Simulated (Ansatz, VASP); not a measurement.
## Two plane-wave programs on TePb

File INCAR:

```
PREC = Accurate ; ENCUT = 520
EDIFF = 1E-6 ; ISMEAR = 0
SIGMA = 0.05 ; LREAL = F
LASPH = T ; NELM = 100
ALGO = Normal ; ISIF = 2
LWAVE = F ; LCHARG = F
GGA = PS ; NBANDS = 17
```

KPOINTS

```
Automatic mesh
0
Gamma
  8 8 8
```

The input POSCAR:

```
TePb
1.0
    0.0000000000      3.2270000000      3.2270000000
    3.2270000000      0.0000000000      3.2270000000
    3.2270000000      3.2270000000      0.0000000000
Te Pb
1 1
Direct
    0.4945219493      0.5000000000      0.5000000000
    0.0000000000      0.0000000000      0.0000000000
```

Input for Ansatz:

```yaml
crystal:
  lattice:
    - [0.0, 3.227, 3.227]
    - [3.227, 0.0, 3.227]
    - [3.227, 3.227, 0.0]
  atoms:
    - { symbol: Te, position: [0.4945219493, 0.5, 0.5] }
    - { symbol: Pb, position: [0.0, 0.0, 0.0] }
basis:
  ecutwfc: 420
kpoints:
  mp_grid: { grid: [8, 8, 8] }
hamiltonian:
  xc: pbesol
scf:
  occupations: { method: gaussian, width: 0.05 }
output:
  forces: true
  stress: true
  eigenvalues: true
```

Change from the starting cell: all Te atoms moved +0.025 Å, as atom 1 towards its neighbour atom 1 (Te) at 4.564 Å.

Alike in both runs: task single point; functional PBEsol; k mesh 8 × 8 × 8; occupations gaussian, width 0.05 eV; no spin polarisation.

|  | VASP | Ansatz |
| --- | --- | --- |
| version | VASP 6.6.1 | Ansatz 0.2.0 |
| potentials or method | VASP PAW PBE potentials, release 64 (Te, Pb_d) | scalar-relativistic, plane waves, PAW |
| plane-wave cutoff (eV) | 520 | 420 |
| valence electrons in the cell | 20 | 30 |

```tsv
	VASP	Ansatz	Ansatz less VASP
gap on the k mesh at the Fermi level (eV)	0.66	0.66	-0.004
least direct gap on the mesh (eV)	0.66	0.66	-0.004
pressure (GPa)	-0.3	-0.2	+0.03
rms of the force components (eV/Å)	0.007	0.006	-0.0002
```

Atom by atom the forces differ by 0.000 eV/Å (rms over components). The functional is the same, so the differences come from potentials, cutoffs and numerics. The two sets of potentials don't hold the same shells in valence.

Caveats: the PAW data sets were made with another functional, which shifts forces and pressure a little (VASP); spin-orbit coupling is left out, which as a rule narrows the gap of such compounds by several tenths of an eV. A k mesh can miss the band edges.
